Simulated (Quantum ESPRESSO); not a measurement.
TaN in Quantum ESPRESSO: the effect of Hubbard term

Crystal: TaN.

```
Ta N
1.0
     0.00000    2.21132    2.21132
     2.21132    0.00000    2.21132
     2.21132    2.21132    0.00000
Ta N
1 1
Direct
  0.50000 0.50000 0.50000
  0.00000 0.00000 0.00000
```

The cell comes from a database or a generator and needn't be the stable form of this composition.

Alike in all runs:

| Quantity | Value |
| --- | --- |
| Program | Quantum ESPRESSO 7.5 |
| Task | projected density of states |
| Functional | PBEsol |
| Potentials or basis | GBRV 1.5 PBEsol |
| Cutoff | 762 eV |
| Density cutoff | 6095 eV |
| k mesh | 10 × 10 × 10 |
| Occupations | fermi-dirac, width 0.05 eV |
| Spin | no spin polarisation |
| Hubbard projectors | ortho-atomic |
| Mixing beta | 0.3 |
| Most SCF iterations | 120 |
| SCF threshold | 4e-10 Ry |
| Dos occupations | tetrahedra_opt |

```csv
Hubbard term,pressure (GPa)
none,-10.8
Ta d U = 1 eV,-10.0
Ta d U = 2 eV,-9.1
Ta d U = 3 eV,-8.1
Ta d U = 4 eV,?
Ta d U = 5 eV,-6.1
Ta d U = 6 eV,-4.9
Ta d U = 8 eV,-2.4
```

Task: What does the run with Hubbard term Ta d U = 4 eV give?

Result: Pressure -7.1 GPa.

Worked out: A parabola through the other rows of the pressure, of slope 1.05 GPa per eV there, gives -7.1 GPa, against the run's -7.1.

Caveats: U without spin polarisation on a metal has little footing (some runs).

Runs at the PBE level aren't shown here.
